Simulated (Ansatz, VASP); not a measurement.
C in VASP and in Ansatz

```
C
1.0
     2.63011    0.00000    0.00000
    -1.31505    2.16783    0.00000
     0.00000    0.00000    4.16887
C
4
Direct
  0.33313 0.66626 0.00025
  0.66687 0.33374 0.50025
  0.33313 0.66626 0.37475
  0.66687 0.33374 0.87475
```

Change from the starting cell: uniaxial_x strain +5.1%.

Alike in both runs: task single point; functional r2SCAN; k mesh 12 × 12 × 6; no spin polarisation.

|  | VASP | Ansatz |
| --- | --- | --- |
| version | VASP 6.6.1 | Ansatz 0.2.0 |
| potentials or method | VASP PAW PBE potentials, release 64 (C) | plane waves, PAW |
| plane-wave cutoff (eV) | 520 | 500 |
| occupations | gaussian, width 0.01 eV | fixed |
| valence electrons in the cell | 16 | 16 |

|  | VASP | Ansatz | Ansatz less VASP |
| --- | --- | --- | --- |
| gap on the k mesh at the Fermi level (eV) | 3.11 | 3.13 | +0.020 |
| pressure (GPa) | -18.3 | -19.3 | -0.94 |
| largest component of the traceless stress (GPa) | 34.41 | 34.27 | -0.139 |
| rms of the force components (eV/Å) | 0.008 | 0.000 | -0.0079 |

Atom by atom the forces differ by 0.008 eV/Å (rms over components).

Caveats: so large a pressure means that the cell lies far from this level's equilibrium, or that cutoff or potentials fall short (VASP); the potentials were made for another functional, which shifts forces and pressure (VASP). A k mesh can miss the band edges.
